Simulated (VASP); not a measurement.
# Si: single point with PBEsol

The system is Si.

```
Si
1.0
     0.00000    2.71356    2.71356
     2.71356    0.00000    2.71356
     2.71356    2.71356    0.00000
Si
2
Direct
  0.75000 0.75000 0.75000
  0.50000 0.50000 0.50000
```

| Item | Value |
| --- | --- |
| Program | VASP 6.6.1 |
| Task | single point |
| Functional | PBEsol |
| Potentials or basis | VASP PAW PBE potentials, release 64 (Si) |
| Cutoff | 520 eV |
| k mesh | 6 × 6 × 6 |
| Occupations | gaussian, width 0.03 eV |
| Spin | no spin polarisation |
| Further INCAR settings | ALGO = Normal; EDIFF = 1e-07; NBANDS = 11 |

- Pressure: 0.5 GPa
- Band gap on the k mesh: 0.58 eV, indirect (least direct gap 2.51 eV)

Levels at points of the mesh, in eV from the valence-band top:
```csv
k point,band 1,band 2,band 3,band 4,band 5,band 6,band 7,band 8,band 9
"(0.00, 0.00, 0.00)",-12.01,0.00,0.00,0.00,2.51,2.51,2.51,3.35,7.68
"(0.50, 0.00, 0.00)",-9.65,-7.03,-1.21,-1.21,1.47,3.27,3.27,7.51,10.51
"(0.50, 0.50, 0.00)",-7.84,-7.84,-2.88,-2.88,0.58,0.58,10.08,10.08,10.94
```

It took 3.4 s on 4 MPI ranks on Intel(R) Xeon(R) Platinum 8488C (Sapphire Rapids), with other jobs on the host, peak memory 0.14 GiB a rank.

Caveat: the PAW data sets were made with another functional, which shifts forces and pressure a little. A k mesh can miss the band edges.
